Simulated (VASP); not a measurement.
Set up this calculation in VASP 6.6.1, as the native input.

```
Task                   : relaxation of cell and atoms
Functional             : MS2
Potentials or basis    : VASP PAW PBE potentials, release 64 (Pb_d, Se)
Cutoff                 : 600 eV
k mesh                 : 7 × 7 × 7
Occupations            : gaussian, width 0.05 eV
Spin                   : no spin polarisation
Further INCAR settings : ALGO = Normal; EDIFF = 1e-06; IBRION = 2; EDIFFG = -0.01; NSW = 40; ISIF = 3
```

The structure of PbSe lies in POSCAR:

```
PbSe
1.0
    3.7843220000      0.0000000000      0.0000000000
    0.0000000000      3.7843220000      0.0000000000
    0.0000000000      0.0000000000      3.7843220000
Pb Se
1 1
Direct
    0.0000000000      0.0000000000      0.0000000000
    0.5000000000      0.5000000000      0.5000000000
```

Measurements of this composition are mostly on another form, of space group No. 225.

These files were run (other wordings do the same):

INCAR

```
SYSTEM = PbSe
PREC     = Accurate       ! precision mode
ENCUT    = 600            ! plane-wave cutoff, eV
EDIFF    = 1E-6           ! SCF threshold, eV
ISMEAR   = 0              ! smearing method
SIGMA    = 0.05           ! smearing width, eV
LREAL    = .False.        ! projectors in reciprocal space
LASPH    = .True.         ! aspherical terms in the spheres
NELM     = 80             ! most SCF steps
ALGO     = Normal         ! electronic algorithm
ISIF     = 3              ! what is computed and relaxed
LWAVE    = .False.        ! write WAVECAR
LCHARG   = .False.        ! write CHGCAR
METAGGA  = MS2            ! meta-GGA
LMIXTAU  = .True.       
IBRION   = 2              ! ionic algorithm
NSW      = 40             ! ionic steps
EDIFFG   = -0.01          ! ionic threshold
```

KPOINTS

```
regular mesh
0
Gamma
  7 7 7
  0 0 0
```

Potentials or basis: VASP PAW PBE potentials, release 64 (Pb_d, Se).

The run is started by

```console
$ cat potpaw_PBE.64/Pb_d/POTCAR potpaw_PBE.64/Se/POTCAR > POTCAR
$ mpirun -np 1 vasp_std > vasp.out
```

Results of the run:

| Quantity | Value |
| --- | --- |
| Relaxed volume | 25.69 Å³/atom |
| Relaxed cell | a = 3.718 Å, b = 3.718 Å, c = 3.718 Å, α = 90.00°, β = 90.00°, γ = 90.00° |
| Space group after relaxing (to 0.05 Å) | Pm-3m (No. 221) |
| Energy gained by relaxing | 12.1 meV/atom |
| Ionic steps | 3 |
| Pressure after relaxing | 0.0 GPa |
| Band gap on the k mesh | none (metal or under the smearing width) |

Caveat: the PAW data sets were made with another functional, which shifts forces and pressure a little.

It took 83 s on 1 thread of Intel(R) Xeon(R) 6975P-C (Granite Rapids) (shared host), peak memory 0.19 GiB.
